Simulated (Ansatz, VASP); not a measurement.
# SiO2 in VASP and in Ansatz

File INCAR:

```
ALGO = Normal ; EDIFF = 1E-6
ENCUT = 520 ; GGA = CA
ISIF = 2 ; ISMEAR = 0
LASPH = True ; LCHARG = True
LELF = True ; LREAL = False
LVHAR = True ; LWAVE = False
NBANDS = 25 ; NELM = 80
PREC = Accurate ; SIGMA = 0.05
```

The input KPOINTS:

```
k-points
0
Gamma
  6 6 8
```

POSCAR

```
SiO2
1.0
    4.0305000000      0.0000000000      0.0000000000
    0.0000000000      4.0305000000      0.0000000000
    0.0000000000      0.0000000000      2.4697000000
Si O
2 4
Direct
    0.5000000000      0.5000000000      0.5000000000
    0.0000000000      0.0000000000      0.0000000000
    0.6944252994      0.6944252994      0.0000000000
    0.1944252994      0.8055747006      0.5000000000
    0.3055747006      0.3055747006      0.0000000000
    0.8055747006      0.1944252994      0.5000000000
```

Input for Ansatz:

```yaml
crystal:
  lattice:
    - [4.0305, 0.0, 0.0]
    - [0.0, 4.0305, 0.0]
    - [0.0, 0.0, 2.4697]
  atoms:
    - { symbol: Si, position: [0.5, 0.5, 0.5] }
    - { symbol: Si, position: [0.0, 0.0, 0.0] }
    - { symbol: O, position: [0.6944252994, 0.6944252994, 0.0] }
    - { symbol: O, position: [0.1944252994, 0.8055747006, 0.5] }
    - { symbol: O, position: [0.3055747006, 0.3055747006, 0.0] }
    - { symbol: O, position: [0.8055747006, 0.1944252994, 0.5] }
basis:
  ecutwfc: 520.0
kpoints:
  mp_grid: { grid: [6, 6, 8] }
hamiltonian:
  xc: lda
  pseudopotentials: { kind: paw, azcp: { folder: soft_1 } }
scf:
  occupations: { method: gaussian, width: 0.05 }
output:
  forces: true
  stress: true
  eigenvalues: true
```

Alike in both runs: task single point; functional LDA; k mesh 6 × 6 × 8; occupations gaussian, width 0.05 eV; no spin polarisation.

|  | VASP | Ansatz |
| --- | --- | --- |
| version | VASP 6.6.1 | Ansatz 0.2.0 |
| potentials or method | VASP PAW LDA potentials, release 64 (Si, O) | scalar-relativistic, plane waves, PAW |
| plane-wave cutoff (eV) | 520 | 520 |
| valence electrons in the cell | 32 | 32 |

|  | VASP | Ansatz | Ansatz less VASP |
| --- | --- | --- | --- |
| gap on the k mesh at the Fermi level (eV) | 7.63 | 7.68 | +0.052 |
| least direct gap on the mesh (eV) | 7.63 | 7.68 | +0.052 |
| rms of the force components (eV/Å) | 0.538 | 0.505 | -0.0331 |

Atom by atom the forces differ by 0.033 eV/Å (rms over components). Ansatz warned: «pseudo_functional_mismatch».

Caveats: forces of over 1 eV/Å show positions far from the minimum, so gaps and moduli don't describe the material at rest. LDA gaps usually lie below the measured ones, often by a third to a half. A k mesh can miss the band edges.
